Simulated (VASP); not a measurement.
Write the native input for VASP 6.6.1 that does the following.

```yaml
Task: relaxation of cell and atoms
Functional: PBEsol
Potentials_or_basis: VASP PAW PBE potentials, release 64 (Li_sv, F)
Cutoff: 600 eV
k_mesh: 12 × 12 × 12
Occupations: gaussian, width 0.03 eV
Spin: no spin polarisation
Further_INCAR_settings: ALGO = Normal; EDIFF = 1e-07; IBRION = 2; EDIFFG = -0.005; NSW = 90; ISIF = 3
```

The structure of LiF (Griceite) lies in POSCAR:

```
LiF                                     
1.0
    0.0000000000      1.9984797588      1.9984797588
    1.9984797588     -0.0000000000      1.9984797588
    1.9984797588      1.9984797588      0.0000000000
  Li              F             
     1     1
Direct
     0.0000000000000000    1.0000000000000000    0.0000000000000000
     0.5000000000000000    0.5000000000000000    0.5000000000000000
```

The input as run:

INCAR

```
PREC     = Accurate       # precision mode
ENCUT    = 600            # plane-wave cutoff, eV
EDIFF    = 1E-7           # SCF threshold, eV
ISMEAR   = 0              # smearing method
SIGMA    = 0.03           # smearing width, eV
LREAL    = F              # projectors in reciprocal space
LASPH    = T              # aspherical terms in the spheres
NELM     = 80             # most SCF steps
ALGO     = Normal         # electronic algorithm
ISIF     = 3              # what is computed and relaxed
LWAVE    = F              # write WAVECAR
LCHARG   = F              # write CHGCAR
GGA      = PS             # functional
IBRION   = 2              # ionic algorithm
NSW      = 90             # ionic steps
EDIFFG   = -0.005         # ionic threshold
```

KPOINTS

```
Automatic mesh
0
Gamma
  12 12 12
```

Potentials or basis: VASP PAW PBE potentials, release 64 (Li_sv, F).

Run with:

```console
$ cat potpaw_PBE.64/Li_sv/POTCAR potpaw_PBE.64/F/POTCAR > POTCAR
$ mpirun -np 1 vasp_std > vasp.out
```

It gave:

| Item | Value |
| --- | --- |
| Pressure after relaxing | 0.1 GPa |
| Band gap on the k mesh | 9.12 eV, direct |

Caveat: the cutoff is under 1.25 times the usual one of these potentials, so pressure, stress and relaxed cells hold a basis-set (Pulay) error; the relaxation stopped at its first step, so nothing moved; the PAW data sets were made with another functional, which shifts forces and pressure a little.

It took 9.5 s on 1 thread of Intel(R) Xeon(R) Platinum 8488C (Sapphire Rapids), with other jobs on the host, peak memory 0.14 GiB.
